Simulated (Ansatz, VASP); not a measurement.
# CuI (Marshite) in VASP and in Ansatz

```xyz
2
Lattice="2.7695 2.7695 0.0000 -2.7695 2.7695 0.0000 0.0000 2.7695 2.7695" Properties=species:S:1:pos:R:3 pbc="T T T"
Cu    1.3848    4.1543    1.3848
I     0.0000    0.0000    0.0000
```

Alike in both runs: functional LDA; k mesh 6 × 6 × 6; no spin polarisation.

Ansatz relaxed the structure, and its values are those at the end. VASP's run is a single point on that final structure, the one shown.

|  | VASP | Ansatz |
| --- | --- | --- |
| version | VASP 6.6.1 | Ansatz 0.2.0 |
| potentials or method | VASP PAW LDA potentials, release 64 (Cu, I) | PAW with Ansatz's default frozen-core files, scalar-relativistic |
| plane-wave cutoff (eV) | 520 | 420 |
| occupations | gaussian, width 0.01 eV | fixed |
| valence electrons in the cell | 18 | 36 |

Ansatz gave:

* pressure (GPa): 15.0

Q: Estimate VASP's values.

A: Pressure (GPa): 15.4.

The two sets of potentials don't hold the same shells in valence.

Caveats: so large a pressure means that the cell lies far from this level's equilibrium, or that cutoff or potentials fall short (VASP). A k mesh can miss the band edges.
